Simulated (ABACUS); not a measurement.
**Sc: equation of state with PBE**

Sc:

```
Sc
1.0
     0.00000    2.26000    2.26000
     2.26000    0.00000    2.26000
     2.26000    2.26000    0.00000
Sc
1
Direct
  0.00000 0.00000 0.00000
```

This isn't the form of Sc at room conditions, which is hcp.

```json
{"Program": "ABACUS 3.10.1", "Task": "equation of state", "Functional": "PBE", "Potentials or basis": "PseudoDojo NC SR 0.4.1 PBE standard", "Cutoff": "1075 eV", "Density cutoff": "4299 eV", "Basis": "plane waves", "k mesh": "10 × 10 × 10", "Occupations": "fermi-dirac, width 0.05 eV", "Spin": "no spin polarisation"}
```

- Equilibrium volume: 24.69 Å³/atom (rough: see the caveat)
- Bulk modulus: 51 GPa (rough)

Energy against volume, from the lowest point:
```csv
volume (Å³/atom),energy (meV/atom)
21.701,69.02
22.163,47.86
22.625,30.96
23.086,18.02
23.548,8.73
24.010,2.81
24.472,0.00
```

All runs of the series together: 39 s on 4 threads of Intel(R) Xeon(R) Platinum 8259CL CPU @ 2.50GHz (Skylake/Cascade Lake), on a shared host.

Caveat: the minimum lies outside the volumes run.
